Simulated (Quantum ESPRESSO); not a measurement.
Here is a Quantum ESPRESSO 7.5 calculation.

File pw.in:

```
&CONTROL
  calculation = 'scf'
  prefix = 'pwscf'
  outdir = './tmp'
  pseudo_dir = './pseudo'
  tprnfor = .true.
  tstress = .true.
  disk_io = 'low'
/
&SYSTEM
  ibrav = 0
  nat = 2
  ntyp = 2
  ecutwfc = 80
  nbnd = 15
  occupations = 'smearing'
  smearing = 'fd'
  degauss = 0.00367493
/
&ELECTRONS
  conv_thr = 4d-10
  electron_maxstep = 120
  mixing_beta = 0.5
/
ATOMIC_SPECIES
Ga    69.7230 Ga.upf
P     30.9738 P.upf
CELL_PARAMETERS bohr
   0.0000000000    5.1499761211    5.1499761211
   5.1499761211    0.0000000000    5.1499761211
   5.1499761211    5.1499761211    0.0000000000
ATOMIC_POSITIONS bohr
Ga     0.0000000000    0.0000000000    0.0000000000
P      7.7249641817    7.7249641817    7.7249641817
K_POINTS automatic
4 4 4 1 1 1
```

Contents of scf2.in:

```
&CONTROL
  calculation = 'scf'
  prefix = 'pwscf'
  outdir = './tmp'
  pseudo_dir = './pseudo'
  tprnfor = .true.
  tstress = .true.
  disk_io = 'low'
/
&SYSTEM
  ibrav = 0
  nat = 2
  ntyp = 2
  ecutwfc = 80
  nbnd = 15
  occupations = 'fixed'
/
&ELECTRONS
  conv_thr = 1d-11
  electron_maxstep = 120
  mixing_beta = 0.5
  startingpot = 'file'
  startingwfc = 'file'
/
ATOMIC_SPECIES
Ga    69.7230 Ga.upf
P     30.9738 P.upf
CELL_PARAMETERS bohr
   0.0000000000    5.1499761211    5.1499761211
   5.1499761211    0.0000000000    5.1499761211
   5.1499761211    5.1499761211    0.0000000000
ATOMIC_POSITIONS bohr
Ga     0.0000000000    0.0000000000    0.0000000000
P      7.7249641817    7.7249641817    7.7249641817
K_POINTS automatic
4 4 4 1 1 1
```

File eels.in:

```
&LR_INPUT
  prefix = 'pwscf'
  outdir = './tmp'
  restart_step = 5000
  restart = .false.
/
&LR_CONTROL
  calculator = 'lanczos'
  approximation = 'RPA_with_CLFE'
  q1 = 0.6133967602
  q2 = 0
  q3 = 0
  itermax = 800
/
```

The input spectrum.in:

```
&LR_INPUT
  prefix = 'pwscf'
  outdir = './tmp'
  eels = .true.
  itermax0 = 800
  itermax = 20000
  extrapolation = 'osc'
  epsil = 0.05
  units = 1
  start = 0
  end = 40
  increment = 0.2
/
```

spectrum_short.in

```
&LR_INPUT
  prefix = 'pwscf'
  outdir = './tmp'
  eels = .true.
  itermax0 = 532
  itermax = 20000
  extrapolation = 'osc'
  epsil = 0.05
  units = 1
  start = 0
  end = 40
  increment = 0.2
/
```

Potentials or basis: PseudoDojo 0.4.1 SR PBEsol standard.

Run with:

```sh
$ OMP_NUM_THREADS=1 pw.x -in pw.in > pw.out
$ OMP_NUM_THREADS=1 pw.x -in scf2.in > scf2.out
$ OMP_NUM_THREADS=1 turbo_eels.x -in eels.in > eels.out
$ OMP_NUM_THREADS=1 turbo_spectrum.x -in spectrum.in > spectrum.out
$ OMP_NUM_THREADS=1 turbo_spectrum.x -in spectrum_short.in > spectrum_short.out
```

(1) Estimate the peak of the energy-loss function.

(2) Estimate the pressure.

## Answers

(1) 21.8 eV.

(2) -0.5 GPa.
